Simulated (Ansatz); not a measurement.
Calculation for Lu (simple hexagonal type): DFT, PBE, all-electron LAPW, scalar-relativistic (Ansatz 0.2.0). This run: simple hexagonal relaxed under pressure.

The cell comes from a relaxation on PAW files under the same functional, begun from a prototype that needn't be the stable phase.

Command: `ansatz run input.yaml --threads 1 --pin off --max-ram 3584MiB --backend cpu --events-out ev --progress --plain --runs-dir out` It took 120 s on 1 thread of Arm Neoverse V1 (shared host), peak memory 0.64 GiB.

```yaml
crystal:
  lattice:
    - [2.6057497699, 0.0, 0.0]
    - [-1.302874885, 2.2566454967, 0.0]
    - [0.0, 0.0, 2.4917486549]
  atoms:
    - { symbol: Lu, position: [0.0, 0.0, 0.0] }
kpoints:
  mp_grid: { grid: [17, 17, 15] }
scf:
  occupations: { method: fermi_dirac, width: 0.05 }
hamiltonian:
  xc: pbe
  pseudopotentials: { kind: all_electron, lapw: { basis_error: 0.0005 } }
output:
  forces: true
  stress: true
  eigenvalues: true
relax:
  f_tol: 0.005
  max_steps: 12
  cell: { p_target: 100.0, stress_tol: 0.05 }
```

Output:

```
The last accepted step is kept in <dir> (removed where the run ends without a failure and the disk answers)
LAPW: plane waves up to 10.885 Å⁻¹, error target 5.0e-4 eV per atom; small_component_spin mean_spin; Lu in spheres of 1.208 Å, 43 of its electrons in bands, Dirac shells [] (how accurate: hamiltonian.pseudopotentials.lapw.basis_error, Limitations)
Engine: ansatz 0.2.0
Pseudopotentials: kind: all_electron
Pseudopotential: Lu, LAPW, valence charge 43, lapw/all_electron/scalar/gaussian/Lu, Koelling and Harmon's equation, gaussian nucleus
Functional definition: PBE
  parameter kappa = 0.804
  parameter beta = 0.06672455060314922
  exchange = pbe_x(kappa = kappa, mu = beta*pi^2/3)
  correlation = pbe_c(beta = beta)
Crystal: 1 atoms, lattice volume = 14.652 Å³
Basis set: ecut = 451.385908715882 eV, 327 PW (Γ), exchange–correlation at level 2
Bands: 26, of which v1, the nominal top of the filled ones, is band 22 counted from 1 (21 counted from 0)
Symmetry: 24 space group operations
Space group: P6/mmm (ITA 191), of the structure as read, at distance tolerance 2.4e-5 Å
k-points: 264 of 4335
Non-local potential: Lu, projectors of the file, none
Initial density: superposition of atomic densities (chi_scale 0.1, normalization cell)
Initial wavefunctions: plane waves of lowest kinetic energy (no species holds an atomic orbital)
Functional: x = pbe(κ = 0.804, μ = 0.2195149727645171), c = pbe(β = 0.06672455060314922)
iter 1 solved again at ethr=2.90e-4 eV; its pass at ethr=1.00e-1 eV (dr2=1.25e-1 eV) is discarded
SCF iter   1: F=—  HF=-396240.433841 eV  |F-HF|=—  |Δ(HF+E_count)|=         —  Δρ=3.26e-2  dr2=1.25e-1  ethr=2.90e-4  ⟨swp⟩=2.8  Hψ=43335  notcnv=0
preconditioner: auto → none  [metal: Δε(μ)=0.004 eV  Ē_g=15.367 eV  σ=0.050 eV  W_gap=0.02  n_scr=8 (ndim 8)  ℏωp=46.5 eV  f_vac=0.000  D(μ)=1.25/eV (n_scr^D=20)  sad-step TF]
SCF iter   2: F=—  HF=-396240.735678 eV  |F-HF|=—  |Δ(HF+E_count)|=   3.02e-1  Δρ=1.22e-2  dr2=1.32e-2  ethr=2.90e-4  ⟨swp⟩=3.0  Hψ=23829  notcnv=0
SCF iter   3: F=—  HF=-396239.861526 eV  |F-HF|=—  |Δ(HF+E_count)|=   8.74e-1  Δρ=5.30e-3  dr2=3.61e-3  ethr=3.08e-5  ⟨swp⟩=3.0  Hψ=23412  notcnv=0
SCF iter   4: F=—  HF=-396239.839972 eV  |F-HF|=—  |Δ(HF+E_count)|=         —  Δρ=2.68e-3  dr2=7.26e-4  ethr=8.38e-6  ⟨swp⟩=2.9  Hψ=20780  notcnv=0
the basis was enlarged: its passes take 411.5 KiB over the memory plan, 1 of 1 planned eigensolver slots
iter 5 solved again at ethr=6.27e-8 eV; its pass at ethr=1.69e-6 eV (dr2=2.70e-5 eV) is discarded
SCF iter   5: F=—  HF=-396239.838080 eV  |F-HF|=—  |Δ(HF+E_count)|=   1.89e-3  Δρ=5.55e-4  dr2=2.70e-5  ethr=6.27e-8  ⟨swp⟩=2.0  Hψ=34288  notcnv=0
SCF iter   6: F=—  HF=-396239.838121 eV  |F-HF|=—  |Δ(HF+E_count)|=   4.12e-5  Δρ=1.46e-4  dr2=1.71e-6  ethr=6.27e-8  ⟨swp⟩=2.3  Hψ=20116  notcnv=0
SCF iter   7: F=—  HF=-396239.838095 eV  |F-HF|=—  |Δ(HF+E_count)|=   2.62e-5  Δρ=4.32e-5  dr2=1.55e-7  ethr=3.98e-9  ⟨swp⟩=3.0  Hψ=21715  notcnv=0
SCF iter   8: F=-396239.838093 eV  HF=-396239.838093 eV  |F-HF|=5.34e-8  |Δ(HF+E_count)|=   1.90e-6  Δρ=4.67e-6  dr2=1.52e-9  ethr=3.61e-10  ⟨swp⟩=3.0  Hψ=21687  notcnv=0
SCF 1 converged in 8 iterations: F = -396239.838093 eV  dr2 = 1.52e-9
relax step   1: F+E_penalty+E_count = -396239.83809312 eV  Δ(F+E_penalty+E_count) = +0.000e0 eV  max|allowed force component| = 0.000e0 eV/Å  Δτ_max = 0.0000 Å  P = +100.134 GPa  Ω = 14.652 Å³  (8 SCF iters, accepted)
Crystal: 1 atoms, lattice volume = 14.665 Å³
Basis set: ecut = 451.12735724292355 eV, 327 PW (Γ), exchange–correlation at level 2
Initial density: handed on by an earlier stage of this run
Initial wavefunctions: those handed on with the density
iter 1 solved again at ethr=6.87e-10 eV; its pass at ethr=1.00e-1 eV (dr2=2.96e-7 eV) is discarded
SCF iter   1: F=—  HF=-396239.845955 eV  |F-HF|=—  |Δ(HF+E_count)|=         —  Δρ=2.94e-5  dr2=6.69e-8  ethr=6.87e-10  ⟨swp⟩=4.9  Hψ=36753  notcnv=0
preconditioner: auto → none  [metal: Δε(μ)=0.013 eV  Ē_g=16.633 eV  σ=0.050 eV  W_gap=0.06  n_scr=8 (ndim 8)  ℏωp=46.5 eV  f_vac=0.000  D(μ)=1.13/eV (n_scr^D=8)]
SCF iter   2: F=—  HF=-396239.845956 eV  |F-HF|=—  |Δ(HF+E_count)|=   2.63e-7  Δρ=1.83e-5  dr2=4.87e-8  ethr=1.56e-10  ⟨swp⟩=3.0  Hψ=22338  notcnv=0
iter 3 solved again at ethr=6.27e-12 eV; its pass at ethr=1.13e-10 eV (dr2=2.70e-9 eV) is discarded
SCF iter   3: F=-396239.845955 eV  HF=-396239.845955 eV  |F-HF|=1.75e-8  |Δ(HF+E_count)|=   7.16e-7  Δρ=5.78e-6  dr2=2.69e-9  ethr=6.27e-12  ⟨swp⟩=2.0  Hψ=36031  notcnv=0
SCF 2 converged in 3 iterations: F = -396239.845955 eV  dr2 = 2.69e-9
relax step   2: F+E_penalty+E_count = -396239.84595480 eV  Δ(F+E_penalty+E_count) = -7.862e-3 eV  max|allowed force component| = 0.000e0 eV/Å  Δτ_max = 0.0000 Å  P = +99.834 GPa  Ω = 14.665 Å³  (3 SCF iters, rejected (line search))
Crystal: 1 atoms, lattice volume = 14.658 Å³
Basis set: ecut = 451.2701341895928 eV, 327 PW (Γ), exchange–correlation at level 2
iter 1 solved again at ethr=1.83e-10 eV; its pass at ethr=1.00e-1 eV (dr2=7.88e-8 eV) is discarded
SCF iter   1: F=—  HF=-396239.841615 eV  |F-HF|=—  |Δ(HF+E_count)|=         —  Δρ=1.06e-5  dr2=1.26e-8  ethr=1.83e-10  ⟨swp⟩=4.9  Hψ=36747  notcnv=0
preconditioner: auto → none  [metal: Δε(μ)=0.013 eV  Ē_g=16.635 eV  σ=0.050 eV  W_gap=0.06  n_scr=8 (ndim 8)  ℏωp=46.5 eV  f_vac=0.000  D(μ)=1.13/eV (n_scr^D=8)]
SCF iter   2: F=—  HF=-396239.841615 eV  |F-HF|=—  |Δ(HF+E_count)|=   2.65e-7  Δρ=6.54e-6  dr2=5.13e-9  ethr=2.93e-11  ⟨swp⟩=3.0  Hψ=22334  notcnv=0
iter 3 solved again at ethr=1.00e-12 eV; its pass at ethr=1.19e-11 eV (dr2=5.45e-11 eV) is discarded
SCF iter   3: F=-396239.841615 eV  HF=-396239.841615 eV  |F-HF|=1.92e-9  |Δ(HF+E_count)|=   1.24e-7  Δρ=8.99e-7  dr2=5.45e-11  ethr=5.39e-12 (applied; sched 1.00e-12)  ⟨swp⟩=2.0  Hψ=36377  notcnv=0
SCF 3 converged in 3 iterations: F = -396239.841615 eV  dr2 = 5.45e-11
relax step   3: F+E_penalty+E_count = -396239.84161499 eV  Δ(F+E_penalty+E_count) = -3.522e-3 eV  max|allowed force component| = 0.000e0 eV/Å  Δτ_max = 0.0000 Å  P = +99.997 GPa  Ω = 14.658 Å³  (3 SCF iters, accepted)
iter 1 solved again at ethr=1.00e-12 eV; its pass at ethr=1.00e-1 eV (dr2=1.27e-10 eV) is discarded
SCF iter   1: F=—  HF=-396239.841615 eV  |F-HF|=—  |Δ(HF+E_count)|=         —  Δρ=9.09e-7  dr2=5.43e-11  ethr=1.04e-11 (applied; sched 1.00e-12)  ⟨swp⟩=4.2  Hψ=36083  notcnv=0  reapply=1
SCF iter   2: F=-396239.841615 eV  HF=-396239.841615 eV  |F-HF|=1.34e-9  |Δ(HF+E_count)|=   2.45e-7  Δρ=6.03e-7  dr2=5.29e-11  ethr=8.18e-12 (applied; sched 1.00e-12)  ⟨swp⟩=2.9  Hψ=20503  notcnv=0
SCF 4 converged in 2 iterations: F = -396239.841615 eV  dr2 = 5.29e-11
relax step   4: F+E_penalty+E_count = -396239.84161496 eV  Δ(F+E_penalty+E_count) = +2.404e-8 eV  max|allowed force component| = 0.000e0 eV/Å  Δτ_max = 0.0000 Å  P = +99.998 GPa  Ω = 14.658 Å³  stress off target by 3.83e-3 GPa  SCF on the basis re-selected at this cell (its energy is not comparable with the rows above)  (2 SCF iters)
basis re-selected at this cell: Δ(F+E_penalty+E_count) = +2.404e-8 eV, ΔP = +0.001 GPa vs the last step (what re-selecting the basis moved, after the strain that the cell walked since its last selection, with what the two solves' SCF thresholds leave and, on support functions, any second-order correction that the steps lacked; it is no measure of the basis error at this ecutwfc). This SCF's stress stands 3.83e-3 GPa from its target on what of the cell is left free (relax.cell.stress_tol is 5.00e-2 GPa) and its largest allowed force component is 0.00e0 eV/Å (relax.f_tol is 5.00e-3 eV/Å): within both
SCF converged after 2 iterations
Free energy (F): -396239.841615 eV
Harris-Foulkes:  -396239.841615 eV  (|F-HF|=1.34e-9)
Internal energy: -396239.832323 eV  (E = F + TS)
E sigma→0 (E₀):  -396239.836969 eV
Entropy (-TS):   -0.009292 eV (-9.292 meV/atom)
Fermi energy:    30.819151 eV
--- Per-component energies (eV) ---
  E_band       = -3953.469719
  E_kinetic    = 439533.525165
  E_xc         = -8215.848406
  E_electrostatic = -827557.509082  (all electrons and nuclei)
  E_smearing   = -0.009292  (= −TS)
  E_closure    = 0.000000  (closes the sum)
  E_atoms      = -396238.555643  (free atoms, spherical and without spin; not in F)
  Σ components = -396239.841615   (vs F -396239.841615, Δ=0.00e0)
  Basis errors (estimates in eV, not in F): energy 1.7e-4 per atom: plane waves 1.5e-4 (8.2e-5 summed), levels above the bands 9.3e-117, relativity 7.2e-8, radial functions 2.1e-5, core shells 2.1e-11; eigenvalues (radial functions only) 1.3e-7; not estimated: angular momenta, meshes, grids; target (lapw.basis_error) 5.0e-4; muffin-tin radii Lu 1.209 Å
--- Forces (eV/Å), atoms counted from 1 ---
  atom   1  Lu     0.00000000     0.00000000     0.00000000
  max |Σ_I F_I| component: 0.00e0 eV/Å
--- Stress (GPa, compression-positive) ---
       99.996175       0.000000       0.000000
        0.000000      99.996175      -0.000000
        0.000000      -0.000000     100.001499
  P = ⅓ Tr σ = 99.9979 GPa (999.979 kbar)
--- Band table (eV; the first three rows and the last of 264) ---
  k-point 0: bands = ["-449.1236", "-321.7366", "-321.7366", "-321.7124", "-155.6825", "-155.6825", "-155.6684", "-155.6602", "-155.6602", "-25.2980", "5.9232", "6.1082", "6.1082", "24.1905", "25.8761", "26.3527", "26.3527", "26.4241", "26.4241", "26.4511", "26.6961", "28.7955", "33.7023", "33.7023", "43.7405", "43.7405"]
  k-point 1: bands = ["-449.1236", "-321.7366", "-321.7366", "-321.7124", "-155.6825", "-155.6825", "-155.6684", "-155.6602", "-155.6602", "-25.2784", "5.7007", "6.1253", "6.1253", "24.4166", "25.8792", "26.3632", "26.3632", "26.3984", "26.4167", "26.4167", "26.6963", "29.1037", "33.7618", "33.7618", "43.2770", "43.2770"]
  k-point 2: bands = ["-449.1236", "-321.7366", "-321.7366", "-321.7124", "-155.6825", "-155.6825", "-155.6683", "-155.6602", "-155.6602", "-25.2226", "5.1049", "6.1739", "6.1739", "24.9939", "25.8877", "26.2991", "26.3938", "26.3938", "26.3960", "26.3960", "26.6967", "29.9620", "33.9333", "33.9333", "42.1521", "42.1521"]
  k-point 263: bands = ["-449.1236", "-321.7366", "-321.7366", "-321.7124", "-155.6823", "-155.6823", "-155.6677", "-155.6603", "-155.6603", "-24.1835", "2.9666", "3.4721", "3.9358", "25.9485", "25.9854", "26.1584", "26.2772", "26.4653", "26.4836", "26.5548", "28.0785", "29.0617", "34.6339", "36.2816", "44.5910", "46.9602"]
--- Relaxed structure (3 steps of the walk, 2 accepted, 1 SCFs on fresh bases) ---
  F+E_penalty+E_count = -396239.84161496 eV   max|allowed force component| = 0.000e0 eV/Å   (the final SCF, on the basis selected at the relaxed cell)
  cell:  # Å, volume = 14.6578 Å³
    - [2.60606022368109, 2.8870919100558127e-11, 0.0]
    - [-1.3030301118655478, 2.256914357485545, 0.0]
    - [0.0, 0.0, 2.492113748029945]
  atoms:
    - { symbol: Lu, position: [0.0, 0.0, 0.0] }
```

Next run (beta tin relaxed under pressure), as changes to the input before:

```diff
   lattice:
-    - [2.6057497699, 0.0, 0.0]
-    - [-1.302874885, 2.2566454967, 0.0]
-    - [0.0, 0.0, 2.4917486549]
+    - [-2.3273747731, 2.3273747731, 1.3437676028]
+    - [2.3273747731, -2.3273747731, 1.3437676028]
+    - [2.3273747731, 2.3273747731, -1.3437676028]
   atoms:
-    - { symbol: Lu, position: [0.0, 0.0, 0.0] }
+    - { symbol: Lu, position: [-0.375, -0.125, -0.25] }
+    - { symbol: Lu, position: [0.375, 0.125, 0.25] }
 kpoints:
-  mp_grid: { grid: [17, 17, 15] }
+  mp_grid: { grid: [17, 17, 17] }
 scf:
```

Command: `ansatz run input.yaml --threads 1 --pin off --max-ram 3584MiB --backend cpu --events-out ev --progress --plain --runs-dir out` It took 13 min on 1 thread of Arm Neoverse V1, on a shared host, peak memory 2.2 GiB.

Results part of the output:

```
basis re-selected at this cell: Δ(F+E_penalty+E_count) = -9.558e-8 eV, ΔP = +0.002 GPa vs the last step (what re-selecting the basis moved, after the strain that the cell walked since its last selection, with what the two solves' SCF thresholds leave and, on support functions, any second-order correction that the steps lacked; it is no measure of the basis error at this ecutwfc). This SCF's stress stands 1.45e-2 GPa from its target on what of the cell is left free (relax.cell.stress_tol is 5.00e-2 GPa) and its largest allowed force component is 5.55e-17 eV/Å (relax.f_tol is 5.00e-3 eV/Å): within both
SCF converged after 2 iterations
Free energy (F): -792479.724409 eV
Harris-Foulkes:  -792479.724409 eV  (|F-HF|=1.94e-8)
Internal energy: -792479.712823 eV  (E = F + TS)
E sigma→0 (E₀):  -792479.718616 eV
Entropy (-TS):   -0.011586 eV (-5.793 meV/atom)
Fermi energy:    31.115083 eV
--- Per-component energies (eV) ---
  E_band       = -7900.655229
  E_kinetic    = 879066.319644
  E_xc         = -16431.931794
[... lines left out ...]
  k-point 1: bands = ["-449.0502", "-449.0502", "-321.6712", "-321.6712", "-321.6712", "-321.6712", "-321.6236", "-321.6236", "-155.6359", "-155.6347", "-155.6147", "-155.6144", "-155.5816", "-155.5816", "-155.5815", "-155.5815", "-155.5764", "-155.5762", "-25.3003", "-24.0446", "2.5367", "2.5395", "5.7272", "5.8455", "6.2400", "6.2993", "24.4629", "25.7326", "26.2039", "26.2098", "26.2784", "26.2844", "26.3614", "26.3747", "26.3968", "26.4168", "26.4391", "26.5031", "26.5378", "26.5501", "26.5588", "26.6640", "30.2444", "30.5954", "32.2925", "36.3452", "36.4211", "36.9928", "37.0458", "43.2205", "43.6309", "44.3277"]
  k-point 2: bands = ["-449.0502", "-449.0502", "-321.6712", "-321.6712", "-321.6712", "-321.6712", "-321.6236", "-321.6236", "-155.6359", "-155.6348", "-155.6146", "-155.6144", "-155.5816", "-155.5816", "-155.5815", "-155.5815", "-155.5764", "-155.5762", "-25.2692", "-24.0780", "2.5955", "2.6060", "5.6022", "5.8560", "6.0892", "6.3109", "24.7609", "25.8154", "26.1886", "26.2075", "26.2632", "26.2758", "26.3680", "26.3683", "26.4085", "26.4214", "26.4446", "26.5511", "26.5608", "26.5841", "26.6731", "26.6743", "30.4124", "30.4185", "32.0455", "36.5137", "36.7933", "37.2697", "37.4334", "42.0399", "42.9991", "43.6222"]
  k-point 404: bands = ["-449.0502", "-449.0502", "-321.6712", "-321.6712", "-321.6712", "-321.6712", "-321.6236", "-321.6236", "-155.6353", "-155.6353", "-155.6145", "-155.6145", "-155.5816", "-155.5816", "-155.5815", "-155.5815", "-155.5763", "-155.5763", "-24.6651", "-24.6542", "1.6114", "1.6356", "5.7393", "5.7501", "6.8368", "6.8673", "25.9488", "25.9498", "26.2778", "26.2862", "26.3578", "26.3774", "26.4090", "26.4177", "26.4705", "26.4733", "26.4822", "26.4859", "26.6858", "26.6880", "28.4344", "28.5188", "32.7118", "32.7378", "34.1132", "34.3931", "36.9519", "37.1297", "38.6877", "38.7757", "39.2372", "39.2975"]
--- Relaxed structure (3 steps of the walk, 2 accepted, 1 SCFs on fresh bases) ---
  F+E_penalty+E_count = -792479.72440855 eV   max|allowed force component| = 5.551e-17 eV/Å   (the final SCF, on the basis selected at the relaxed cell)
  cell:  # Å, volume = 29.1278 Å³
    - [-2.3276825512040027, 2.3276825512040027, 1.3440046047040384]
    - [2.3276825512040027, -2.3276825512040027, 1.3440046047040384]
    - [2.3276825512040027, 2.3276825512040027, -1.3440046047040384]
  atoms:
    - { symbol: Lu, position: [-0.375, -0.125, -0.25] }
    - { symbol: Lu, position: [0.375, 0.125, 0.25] }
```

Next run (sc relaxed under pressure), as changes to the input before:

```diff
   lattice:
-    - [-2.3273747731, 2.3273747731, 1.3437676028]
-    - [2.3273747731, -2.3273747731, 1.3437676028]
-    - [2.3273747731, 2.3273747731, -1.3437676028]
+    - [2.4495528776, 0.0, 0.0]
+    - [0.0, 2.4495528776, 0.0]
+    - [0.0, 0.0, 2.4495528776]
   atoms:
-    - { symbol: Lu, position: [-0.375, -0.125, -0.25] }
-    - { symbol: Lu, position: [0.375, 0.125, 0.25] }
+    - { symbol: Lu, position: [0.0, 0.0, 0.0] }
 kpoints:
-  mp_grid: { grid: [17, 17, 17] }
+  mp_grid: { grid: [15, 15, 15] }
 scf:
```

Results part of the output:

```
basis re-selected at this cell: Δ(F+E_penalty+E_count) = +4.133e-9 eV, ΔP = +0.001 GPa vs the last step (what re-selecting the basis moved, after the strain that the cell walked since its last selection, with what the two solves' SCF thresholds leave and, on support functions, any second-order correction that the steps lacked; it is no measure of the basis error at this ecutwfc). This SCF's stress stands 1.53e-3 GPa from its target on what of the cell is left free (relax.cell.stress_tol is 5.00e-2 GPa) and its largest allowed force component is 0.00e0 eV/Å (relax.f_tol is 5.00e-3 eV/Å): within both
SCF converged after 2 iterations
Free energy (F): -396239.342745 eV
Harris-Foulkes:  -396239.342745 eV  (|F-HF|=1.63e-9)
Internal energy: -396239.332665 eV  (E = F + TS)
E sigma→0 (E₀):  -396239.337705 eV
Entropy (-TS):   -0.010080 eV (-10.080 meV/atom)
Fermi energy:    30.866277 eV
--- Per-component energies (eV) ---
  E_band       = -3967.979200
  E_kinetic    = 439532.648399
  E_xc         = -8216.086625
  E_electrostatic = -827555.894439  (all electrons and nuclei)
  E_smearing   = -0.010080  (= −TS)
  E_closure    = 0.000000  (closes the sum)
  E_atoms      = -396238.555643  (free atoms, spherical and without spin; not in F)
  Σ components = -396239.342745   (vs F -396239.342745, Δ=0.00e0)
  Basis errors (estimates in eV, not in F): energy 1.7e-4 per atom: plane waves 1.5e-4 (8.6e-5 summed), levels above the bands 6.4e-116, relativity 4.0e-8, radial functions 1.9e-5, core shells 6.2e-13; eigenvalues (radial functions only) 5.1e-8; not estimated: angular momenta, meshes, grids; target (lapw.basis_error) 5.0e-4; muffin-tin radii Lu 1.188 Å
--- Forces (eV/Å), atoms counted from 1 ---
  atom   1  Lu    -0.00000000    -0.00000000     0.00000000
  max |Σ_I F_I| component: 5.92e-31 eV/Å
--- Stress (GPa, compression-positive) ---
       99.998470       0.000000      -0.000000
        0.000000      99.998470       0.000000
       -0.000000       0.000000      99.998470
  P = ⅓ Tr σ = 99.9985 GPa (999.985 kbar)
--- Band table (eV; the first three rows and the last of 120) ---
  k-point 0: bands = ["-449.4749", "-322.0788", "-322.0788", "-322.0788", "-156.0270", "-156.0270", "-156.0138", "-156.0138", "-156.0138", "-25.7848", "5.7535", "5.7535", "5.7535", "24.1607", "25.9053", "25.9053", "25.9053", "26.1285", "26.1285", "26.1285", "26.2484", "28.4764", "28.4764", "43.4752", "43.4752", "43.4752"]
  k-point 1: bands = ["-449.4749", "-322.0788", "-322.0788", "-322.0788", "-156.0270", "-156.0270", "-156.0138", "-156.0138", "-156.0138", "-25.7621", "5.5038", "5.7741", "5.7741", "24.3946", "25.8878", "25.9125", "25.9125", "26.0644", "26.1335", "26.1335", "26.2447", "28.5485", "28.8359", "42.8334", "42.8334", "43.5140"]
  k-point 2: bands = ["-449.4749", "-322.0788", "-322.0788", "-322.0788", "-156.0270", "-156.0269", "-156.0138", "-156.0138", "-156.0138", "-25.6974", "4.8380", "5.8325", "5.8325", "24.9801", "25.8421", "25.9319", "25.9319", "25.9505", "26.1496", "26.1496", "26.2340", "28.7525", "29.8311", "41.4246", "41.4246", "43.6252"]
  k-point 119: bands = ["-449.4749", "-322.0788", "-322.0788", "-322.0788", "-156.0259", "-156.0259", "-156.0140", "-156.0140", "-156.0140", "-24.2079", "2.7649", "2.7727", "2.7727", "25.6397", "25.9687", "25.9787", "25.9787", "26.2235", "26.2235", "26.2538", "27.9304", "28.0500", "28.0500", "38.3008", "48.0740", "48.0740"]
--- Relaxed structure (3 steps of the walk, 3 accepted, 1 SCFs on fresh bases) ---
  F+E_penalty+E_count = -396239.34274511 eV   max|allowed force component| = 0.000e0 eV/Å   (the final SCF, on the basis selected at the relaxed cell)
  cell:  # Å, volume = 14.7054 Å³
    - [2.449960593108059, 2.0061770254033706e-36, 0.0]
    - [2.0061770254033706e-36, 2.449960593108059, -1.0271626370065257e-33]
    - [0.0, -1.0271626370065257e-33, 2.449960593108059]
  atoms:
    - { symbol: Lu, position: [0.0, 0.0, 0.0] }
```

Spin–orbit coupling is left out, which matters for the heavy atoms.
